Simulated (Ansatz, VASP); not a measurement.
**Two plane-wave programs on BP**

```
B P
1.0
     0.00000    2.36994    2.22673
     2.36994    0.00000    2.22673
     2.36994    2.36994    0.00000
B P
1 1
Cartesian
  0.0000 0.0000 0.0000
  1.1850 1.1850 1.1134
```

Change from the starting cell: epitaxial_xy strain +4.5%.

Alike in both runs: task single point; functional HSE06; k mesh 6 × 6 × 6; no spin polarisation.

|  | VASP | Ansatz |
| --- | --- | --- |
| version | VASP 6.6.1 | Ansatz 0.2.0 |
| potentials or method | VASP PAW PBE potentials, release 64 (B, P) | plane waves, PAW |
| plane-wave cutoff (eV) | 520 | 420 |
| occupations | gaussian, width 0.01 eV | fixed |
| valence electrons in the cell | 8 | 8 |

|  | VASP | Ansatz | Ansatz less VASP |
| --- | --- | --- | --- |
| gap on the k mesh at the Fermi level (eV) | 1.27 | 1.27 | +0.005 |
| pressure (GPa) | -12.1 | -11.7 | +0.45 |
| largest component of the traceless stress (GPa) | 10.27 | 10.24 | -0.028 |

Ansatz warned: «stress_exchange_threshold_loose».

Caveats: the PAW data sets were made with another functional, which shifts forces and pressure a little (VASP). A k mesh can miss the band edges.
